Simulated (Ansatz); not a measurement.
# Al: the cost of one run

Program: Ansatz 0.2.0. Level of theory: DFT PBE, plane waves, PAW, scalar-relativistic, no spin polarisation. These are calculated values, not measurements.

### Step 1. Starting point

The cell holds 16 atoms (Al16): a = 5.728 Å, b = 5.728 Å, c = 18.075 Å, α = 90.00°, β = 90.00°, γ = 90.00°.

Structure file:

```xyz
16
Lattice="5.7276 0.0000 0.0000 0.0000 5.7276 0.0000 0.0000 0.0000 18.0750" Properties=species:S:1:pos:R:3 pbc="T T T"
Al    1.4319    1.4319    1.0000
Al    4.2957    1.4319    1.0000
Al    1.4319    4.2957    1.0000
Al    4.2957    4.2957    1.0000
Al    0.0000    0.0000    3.0250
Al    2.8638    0.0000    3.0250
Al    0.0000    2.8638    3.0250
Al    2.8638    2.8638    3.0250
Al    1.4319    1.4319    5.0500
Al    4.2957    1.4319    5.0500
Al    1.4319    4.2957    5.0500
Al    4.2957    4.2957    5.0500
Al    0.0000    0.0000    7.0750
Al    2.8638    0.0000    7.0750
Al    0.0000    2.8638    7.0750
Al    2.8638    2.8638    7.0750
```

### Step 2. Preparing the start

Contents of input.yaml:

```yaml
crystal:
  lattice:
    - [5.727565, 0.0, 0.0]
    - [0.0, 5.727565, 0.0]
    - [0.0, 0.0, 18.075]
  atoms:
    - { symbol: Al, position: [0.25, 0.25, 0.055325] }
    - { symbol: Al, position: [0.75, 0.25, 0.055325] }
    - { symbol: Al, position: [0.25, 0.75, 0.055325] }
    - { symbol: Al, position: [0.75, 0.75, 0.055325] }
    - { symbol: Al, position: [0.0, 0.0, 0.1673582] }
    - { symbol: Al, position: [0.5, 0.0, 0.1673582] }
    - { symbol: Al, position: [0.0, 0.5, 0.1673582] }
    - { symbol: Al, position: [0.5, 0.5, 0.1673582] }
    - { symbol: Al, position: [0.25, 0.25, 0.2793914] }
    - { symbol: Al, position: [0.75, 0.25, 0.2793914] }
    - { symbol: Al, position: [0.25, 0.75, 0.2793914] }
    - { symbol: Al, position: [0.75, 0.75, 0.2793914] }
    - { symbol: Al, position: [0.0, 0.0, 0.3914246] }
    - { symbol: Al, position: [0.5, 0.0, 0.3914246] }
    - { symbol: Al, position: [0.0, 0.5, 0.3914246] }
    - { symbol: Al, position: [0.5, 0.5, 0.3914246] }
basis:
  ecutwfc: 420.0
kpoints:
  mp_grid: { grid: [3, 3, 1] }
hamiltonian:
  xc: pbe
  pseudopotentials: { kind: paw, azcp: { folder: soft_1 } }
scf:
  occupations: { method: fermi_dirac, width: 0.15 }
  lower_state_search: "off"
relax:
  f_tol: 0.08
  max_steps: 25
  adjacent_minimum: "off"
  constraints: [{ sites: [0, 1, 2, 3] }]
```

The run is started by

```console
> ansatz run input.yaml --threads 1 --pin off --max-ram 3072MiB --backend cpu --events-out ev --progress --plain --runs-dir out
```

What time and memory should one allow on 1 thread of Arm Neoverse V2, shared host?

About 8.4 s, with a peak of 0.51 GiB.
